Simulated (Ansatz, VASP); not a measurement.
## Ga: VASP beside Ansatz

```
Ga
1.0
     2.51619    0.00000    0.00000
     0.00000    2.51619    0.00000
     0.00000    0.00000    2.51619
Ga
1
Direct
  0.00000 0.00000 0.00000
```

Alike in both runs: functional PBE; k mesh 15 × 15 × 15; occupations fermi-dirac, width 0.08 eV; no spin polarisation.

Ansatz relaxed the structure, and its values are those at the end. VASP's run is a single point on that final structure, the one shown.

|  | VASP | Ansatz |
| --- | --- | --- |
| version | VASP 6.6.1 | Ansatz 0.2.0 |
| potentials or method | VASP PAW PBE potentials, release 64 (Ga_d) | PAW with Ansatz's default frozen-core files, scalar-relativistic |
| plane-wave cutoff (eV) | 520 | 420 |
| valence electrons in the cell | 13 | 13 |

|  | VASP | Ansatz | Ansatz less VASP |
| --- | --- | --- | --- |
| pressure (GPa) | 19.3 | 19.0 | -0.27 |

Caveats: so large a pressure means that the cell lies far from this level's equilibrium, or that cutoff or potentials fall short (VASP).
